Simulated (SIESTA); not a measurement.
Pb: band structure with PBE

The system is Pb.

```
CELL_PARAMETERS angstrom
0.01933 2.46287 2.45281
2.50286 -0.00675 2.47889
2.48132 2.46742 0.01479
ATOMIC_POSITIONS crystal
Pb 0.00000 0.00000 0.00000
```

```yaml
Program: SIESTA 5.4.2
Task: band structure
Functional: PBE
Potentials_or_basis: PseudoDojo 0.4 standard (PBE files, fully relativistic)
Basis: DZP (energy shift 0.003 Ry; two zetas on semicore shells)
Grid_cutoff: 500 Ry
Energy_shift: 0.003 Ry
k_mesh: 9 × 9 × 9
Occupations: fermi-dirac, width 0.05 eV
Spin: non-collinear spin, zero start, spin-orbit coupling
Starting_moments: "[[0.0, 0.0, 0.0]] μB"
```

```
Pressure               : 3.0 GPa
Band gap on the k mesh : none (metal or under the smearing width)
Net moment             : 0.00 μB per cell
```

Stress tensor (GPa, compression positive):
```
 2.84  0.04 -0.57
 0.04  3.01  0.15
-0.57  0.15  3.01
```

Levels at the corners of the path, in eV from the Fermi level:
```tsv
point	band 8	band 9	band 10	band 11	band 12	band 13	band 14	band 15	band 16	band 17
X	-15.68	-15.55	-15.55	-8.04	-8.04	-4.23	-4.23	5.02	5.02	6.91
Γ	-15.72	-15.70	-15.70	-11.64	-11.64	5.48	5.48	8.73	8.73	8.97
Y	-15.68	-15.55	-15.55	-7.99	-7.99	-4.22	-4.22	4.96	4.96	6.85
L	-15.71	-15.46	-15.46	-6.52	-6.52	-3.30	-3.30	1.67	1.67	3.03
Γ	-15.72	-15.70	-15.70	-11.64	-11.64	5.48	5.48	8.73	8.73	8.97
Z	-15.67	-15.55	-15.55	-7.85	-7.85	-4.18	-4.18	4.80	4.80	6.66
N	-15.71	-15.46	-15.46	-6.47	-6.47	-3.27	-3.27	1.65	1.65	2.95
Γ	-15.72	-15.70	-15.70	-11.64	-11.64	5.48	5.48	8.73	8.73	8.97
M	-15.71	-15.46	-15.46	-6.58	-6.58	-3.35	-3.35	1.76	1.76	3.07
R	-15.67	-15.55	-15.55	-7.89	-7.89	-4.19	-4.19	4.83	4.83	6.71
Γ	-15.72	-15.70	-15.70	-11.64	-11.64	5.48	5.48	8.73	8.73	8.97
```

Moments on the atoms (μB; x, y, z):
```
Pb  0.00 0.00 0.00
```

Run time: 44 s on 1 thread of Intel(R) Xeon(R) 6975P-C (Granite Rapids) (shared host), peak memory 0.28 GiB.

Caveat: the basis of atomic orbitals isn't converged, which shifts pressures, moduli and gaps.
